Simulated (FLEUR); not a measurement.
# W2C (P-3m1) in FLEUR: a series of runs

Runs on W2C. Level: PBE. Tasks: equation of state.

Everything below comes from runs of FLEUR MaX-R8.1 (later development tree). Logs are shortened: lines on timing, memory, paths and dates and some standing lists are left out, and cuts for length are marked.

### Step 1. The crystal as given

It takes space group P-3m1 (No. 164, trigonal). The conventional cell has a = 3.070 Å, b = 3.070 Å, c = 4.678 Å, α = 90.00°, β = 90.00°, γ = 120.00°. Around W (site symmetry 3m) lie 3 C at 2.13 Å. Around C (site symmetry -3m) lie 6 W at 2.13 Å.

The cell comes from a database or a generator and needn't be the stable form of this composition.

### Step 2. Equation of state, PBE, 11.97 Å³/atom (volume scaled by 0.94)

Contents of inp.xml:

```xml
<?xml version="1.0" encoding="UTF-8" standalone="no"?>
<fleurInput fleurInputVersion="0.39">
   <comment>
      W2C                                                                                                 
   </comment>
   <calculationSetup>
      <cutoffs Kmax="5.22" Gmax="16.2" GmaxXC="16.2" numbands="0"/>
      <scfLoop itmax="60" minDistance="0.00001" maxIterBroyd="15" imix="Anderson" alpha="0.05" precondParam="0.0" spinf="2.0" sdNocoIR="T"/>
      <coreElectrons ctail="T" frcor="F" kcrel="0" coretail_lmax="0"/>
      <xcFunctional name="pbe" relativisticCorrections="F"/>
      <magnetism jspins="1"/>
      <soc l_soc="F" theta="0.0" phi="0.0" spav="F"/>
      <expertModes spex="0" secvar="F"/>
      <geometryOptimization l_f="F" forcealpha="1.0" forcemix="BFGS" epsdisp="0.0005" epsforce="0.0002"/>
      <ldaU l_linMix="F" mixParam="0.05" spinf="1.0"/>
   </calculationSetup>
   <cell>
      <bzIntegration valenceElectrons="60.0" mode="hist" fermiSmearingEnergy="0.00183747">
         <kPointListSelection listName="default-1"/>
         <!-- k-points included here -->
         <xi:include xmlns:xi="http://www.w3.org/2001/XInclude" href="kpts.xml"> </xi:include>
      </bzIntegration>
      <!-- symmetry operations included here -->
      <xi:include xmlns:xi="http://www.w3.org/2001/XInclude" href="sym.xml"> </xi:include>
      <bulkLattice scale="0.9795861087">
         <bravaisMatrix>
            <row-1>    5.8015454534017792     0.0000000000000000     0.0000000000000000</row-1>
            <row-2>   -2.9007727267008896     5.0242857437621185     0.0000000000000000</row-2>
            <row-3>    0.0000000000000000     0.0000000000000000     8.8409476136601288</row-3>
         </bravaisMatrix>
      </bulkLattice>
   </cell>
   <atomSpecies>
      <species name="Tungsten (W)" element="W" atomicNumber="74">
         <mtSphere radius="2.24" gridPoints="763" logIncrement="0.017"/>
         <atomicCutoffs lmax="9" lnonsphr="7"/>
         <electronConfig flipSpins="F">
            <coreConfig>(1s1/2) (2s1/2) (2p1/2) (2p3/2) (3s1/2) (3p1/2) (3p3/2) (4s1/2) (3d3/2) (3d5/2) (4p1/2) (4p3/2) (4d3/2) (4d5/2)</coreConfig>
            <valenceConfig>(5s1/2) (5p1/2) (5p3/2) (6s1/2) (4f5/2) (4f7/2) (5d3/2) (5d5/2)</valenceConfig>
            <stateOccupation state="(5d3/2)" spinUp="0.800000" spinDown="0.800000"/>
            <stateOccupation state="(5d5/2)" spinUp="1.200000" spinDown="1.200000"/>
         </electronConfig>
         <energyParameters s="6" p="6" d="5" f="4"/>
         <lo type="SCLO" l="0" n="5" eDeriv="0"/>
         <lo type="SCLO" l="1" n="5" eDeriv="0"/>
         <lo type="SCLO" l="2" n="5" eDeriv="2"/>
         <lo type="SCLO" l="3" n="4" eDeriv="2"/>
      </species>
      <species name="Carbon (C)" element="C" atomicNumber="6">
         <mtSphere radius="1.38" gridPoints="473" logIncrement="0.022"/>
         <atomicCutoffs lmax="8" lnonsphr="6"/>
         <electronConfig flipSpins="F">
            <coreConfig>(1s1/2)</coreConfig>
            <valenceConfig>(2s1/2) (2p1/2) (2p3/2)</valenceConfig>
            <stateOccupation state="(2p1/2)" spinUp="0.333333" spinDown="0.333333"/>
            <stateOccupation state="(2p3/2)" spinUp="0.666667" spinDown="0.666667"/>
         </electronConfig>
         <energyParameters s="2" p="2" d="3" f="4"/>
         <lo type="SCLO" l="0" n="2" eDeriv="2"/>
         <lo type="SCLO" l="1" n="2" eDeriv="2"/>
         <lo type="SCLO" l="2" n="3" eDeriv="2"/>
      </species>
   </atomSpecies>
   <atomGroups>
      <atomGroup species="Tungsten (W)">
         <relPos label="                   1">-1.000/3.000 1.000/3.000 .2536690000</relPos>
         <relPos label="                   2">1.000/3.000 -1.000/3.000 -.2536690000</relPos>
         <force calculate="T" relaxXYZ="TTT"/>
      </atomGroup>
      <atomGroup species="Carbon (C)">
         <relPos label="                   3">.0000000000 .0000000000 .0000000000</relPos>
         <force calculate="T" relaxXYZ="TTT"/>
      </atomGroup>
   </atomGroups>
   <output dos="F" band="F" slice="F">
      <checks vchk="F" cdinf="F"/>
      <bandDOS minEnergy="-.5*Htr" maxEnergy="0.5*Htr" sigma="0.015" storeEVData="T"/>
      <vacuumDOS vacdos="F" integ="F" star="F" nstars="0" locx1="0.0" locy1="0.0" locx2="0.0" locy2="0.0" nstm="0" tworkf="0.0"/>
      <unfoldingBand unfoldBand="F" supercellX="1" supercellY="1" supercellZ="1"/>
      <plotting iplot="0" polar="F">
         <plot TwoD="T" vec1="  1.0  0.0  0.0" vec2="  0.0  1.0  0.0" vec3="  0.0  0.0  1.0" zero="  0.0  0.0  0.0" file="plot"/>
      </plotting>
      <chargeDensitySlicing numkpt="0" minEigenval="0.0" maxEigenval="0.0" nnne="0" pallst="F"/>
      <specialOutput eonly="F"/>
      <moessbauerParams electricFieldGradient="T" isomerShift="T" coreHyperfine="T" valenceHyperfine="T"/>
      <magneticCircularDichroism mcd="F" energyLo="-10.0" energyUp="0.0"/>
   </output>
  <!-- We include the file relax.xml here to enable relaxations (see documentation) -->
  <xi:include xmlns:xi="http://www.w3.org/2001/XInclude" href="relax.xml"> <xi:fallback/> </xi:include>
</fleurInput>
```

Potentials or basis: all-electron, FLAPW.

Launch:

```console
$ inpgen -f crystal.txt -profile fastHighL
$ # inp.xml edited to the form shown
$ fleur_MPI
```

What it wrote:

```text
Welcome to FLEUR        (www.flapw.de)
      MaX-Release 8.1          (www.max-centre.eu)

 ========== k-point set info ==========
 Selected k-point list: default-1
 k-point list type: mesh
 10 x 10 x 6
 Number of k points: 72

 ------------Calculation Setup---------------------------
 Number of MPI-tasks      :            1
 Number of PE/node        :            1
 Number of OMP-threads    :            1
 Most efficient MPI parallelization for:
           1           2           3           4           6           8           9          12          18          24          36          72
 Additional eigenvalue parallelization possible
 Number of basis functions:          675
 Approximate size of matrices (H+S) per k-point:         0.007 GB
 --------------------------------------------------------
 Iteration:     1   Distance:      24.97388175 me/bohr^3
 Iteration:     2   Distance:      20.97561158 me/bohr^3
 Iteration:     3   Distance:       8.44730111 me/bohr^3
 Iteration:     4   Distance:       6.12079628 me/bohr^3
 Iteration:     5   Distance:       1.90064995 me/bohr^3
 Iteration:     6   Distance:       1.07335891 me/bohr^3
 Iteration:     7   Distance:       0.84406340 me/bohr^3
 Iteration:     8   Distance:       0.20092278 me/bohr^3
 Iteration:     9   Distance:       0.15953822 me/bohr^3
 Iteration:    10   Distance:       0.03248319 me/bohr^3
 Iteration:    11   Distance:       0.00767016 me/bohr^3
 Iteration:    12   Distance:       0.00508375 me/bohr^3
 Iteration:    13   Distance:       0.00058580 me/bohr^3
 Iteration:    14   Distance:       0.00077084 me/bohr^3
 Iteration:    15   Distance:       0.00009248 me/bohr^3
 Iteration:    16   Distance:       0.00008399 me/bohr^3
 Iteration:    17   Distance:       0.00002938 me/bohr^3
 Iteration:    18   Distance:       0.00001191 me/bohr^3
 Iteration:    19   Distance:       0.00000448 me/bohr^3

 ********************************************************************
 Run finished successfully
 Stop message:
   all done
 ********************************************************************
```

It took 1.8 min on 1 thread of Intel Xeon 6975P-C (Granite Rapids), shared host; peak memory 0.08 GiB.

Results:

```
Free energy                                           : -880842.7079 eV
Band gap on the k mesh                                : none (metal or under the smearing width)
Valence electrons inside the program's atomic spheres : W 25.18; C 2.16 (radii W 2.24, C 1.38 bohr)
```

### Step 3. Equation of state, PBE, 12.22 Å³/atom (volume scaled by 0.96)

Changes to inp.xml since step 2:

```diff
@@ -24,3 +24,3 @@
       <xi:include xmlns:xi="http://www.w3.org/2001/XInclude" href="sym.xml"> </xi:include>
-      <bulkLattice scale="0.9795861087">
+      <bulkLattice scale="0.9864848297">
          <bravaisMatrix>
```

Potentials or basis: all-electron, FLAPW.

Launch:

```console
$ inpgen -f crystal.txt -profile fastHighL
$ # inp.xml edited to the form shown
$ fleur_MPI
```

Wall time 1.9 min (1 thread of Intel Xeon 6975P-C (Granite Rapids), shared host); peak memory 0.09 GiB.

The run converged. Its results:

```
Free energy                                           : -880842.7902 eV
Band gap on the k mesh                                : none (metal or under the smearing width)
Valence electrons inside the program's atomic spheres : W 25.14; C 2.14 (radii W 2.24, C 1.38 bohr)
```

### Step 4. Equation of state, PBE, 12.47 Å³/atom (volume scaled by 0.98)

Changes to inp.xml since step 3:

```diff
@@ -24,3 +24,3 @@
       <xi:include xmlns:xi="http://www.w3.org/2001/XInclude" href="sym.xml"> </xi:include>
-      <bulkLattice scale="0.9864848297">
+      <bulkLattice scale="0.9932883884">
          <bravaisMatrix>
```

Launch:

```console
$ inpgen -f crystal.txt -profile fastHighL
$ # inp.xml edited to the form shown
$ fleur_MPI
```

It took 2 min on 1 thread of Intel Xeon 6975P-C (Granite Rapids), shared host; peak memory 0.09 GiB.

The run converged. Its results:

| Property | Result |
| --- | --- |
| Free energy | -880842.8338 eV |
| Band gap on the k mesh | none (metal or under the smearing width) |
| Valence electrons inside the program's atomic spheres | W 25.10; C 2.12 (radii W 2.24, C 1.38 bohr) |

### Step 5. Equation of state, PBE, 12.73 Å³/atom

Changes to inp.xml since step 4:

```diff
@@ -24,3 +24,3 @@
       <xi:include xmlns:xi="http://www.w3.org/2001/XInclude" href="sym.xml"> </xi:include>
-      <bulkLattice scale="0.9932883884">
+      <bulkLattice scale="1.0000000000">
          <bravaisMatrix>
```

Launch:

```console
$ inpgen -f crystal.txt -profile fastHighL
$ # inp.xml edited to the form shown
$ fleur_MPI
```

Run time: 2.2 min. Hardware: 1 thread of Intel Xeon 6975P-C (Granite Rapids), shared host; peak memory 0.08 GiB.

Results (log left out):

| Property | Result |
| --- | --- |
| Free energy | -880842.8425 eV |
| Band gap on the k mesh | none (metal or under the smearing width) |
| Valence electrons inside the program's atomic spheres | W 25.07; C 2.10 (radii W 2.24, C 1.38 bohr) |

### Step 6. Equation of state, PBE, 12.98 Å³/atom (volume scaled by 1.02)

Changes to inp.xml since step 5:

```diff
@@ -24,3 +24,3 @@
       <xi:include xmlns:xi="http://www.w3.org/2001/XInclude" href="sym.xml"> </xi:include>
-      <bulkLattice scale="1.0000000000">
+      <bulkLattice scale="1.0066227096">
          <bravaisMatrix>
```

Potentials or basis: all-electron, FLAPW.

Launch:

```console
$ inpgen -f crystal.txt -profile fastHighL
$ # inp.xml edited to the form shown
$ fleur_MPI
```

It took 2.4 min on 1 thread of Intel Xeon 6975P-C (Granite Rapids), shared host; peak memory 0.09 GiB.

Results (log left out):

- Free energy: -880842.8200 eV
- Band gap on the k mesh: none (metal or under the smearing width)
- Valence electrons inside the program's atomic spheres: W 25.04; C 2.09 (radii W 2.24, C 1.38 bohr)

### Step 7. Equation of state, PBE, 13.24 Å³/atom (volume scaled by 1.04)

Changes to inp.xml since step 6:

```diff
@@ -24,3 +24,3 @@
       <xi:include xmlns:xi="http://www.w3.org/2001/XInclude" href="sym.xml"> </xi:include>
-      <bulkLattice scale="1.0066227096">
+      <bulkLattice scale="1.0131594038">
          <bravaisMatrix>
```

Launch:

```console
$ inpgen -f crystal.txt -profile fastHighL
$ # inp.xml edited to the form shown
$ fleur_MPI
```

Wall time 2.3 min (1 thread of Intel Xeon 6975P-C (Granite Rapids), shared host); peak memory 0.09 GiB.

It converged, with:

```
Free energy                                           : -880842.7694 eV
Band gap on the k mesh                                : none (metal or under the smearing width)
Valence electrons inside the program's atomic spheres : W 25.01; C 2.07 (radii W 2.24, C 1.38 bohr)
```

### Step 8. Equation of state, PBE, 13.49 Å³/atom (volume scaled by 1.06)

Changes to inp.xml since step 7:

```diff
@@ -24,3 +24,3 @@
       <xi:include xmlns:xi="http://www.w3.org/2001/XInclude" href="sym.xml"> </xi:include>
-      <bulkLattice scale="1.0131594038">
+      <bulkLattice scale="1.0196128224">
          <bravaisMatrix>
```

Launch:

```console
$ inpgen -f crystal.txt -profile fastHighL
$ # inp.xml edited to the form shown
$ fleur_MPI
```

Run time: 2.7 min. Hardware: 1 thread of Intel Xeon 6975P-C (Granite Rapids), shared host; peak memory 0.09 GiB.

Results (log left out):

- Free energy: -880842.6935 eV
- Band gap on the k mesh: none (metal or under the smearing width)
- Valence electrons inside the program's atomic spheres: W 24.99; C 2.06 (radii W 2.24, C 1.38 bohr)

### Step 9. Equation of state, PBE

Potentials or basis: all-electron, FLAPW.

This step only gathers the single runs of the series.

Results:

```
Equilibrium volume                        : 12.67 Å³/atom
Bulk modulus at fixed shape and positions : 334 GPa
Pressure derivative of the bulk modulus   : 4.3
```

Energy against volume, from the lowest point:
| volume (Å³/atom) | energy (meV/atom) |
| --- | --- |
| 11.965 | 44.89 |
| 12.220 | 17.44 |
| 12.475 | 2.92 |
| 12.729 | 0.00 |
| 12.984 | 7.49 |
| 13.238 | 24.38 |
| 13.493 | 49.68 |

Caveat: the cell was scaled at fixed shape and fractional positions, which overstates the stiffness of a crystal with free parameters, most of all of layers and chains.
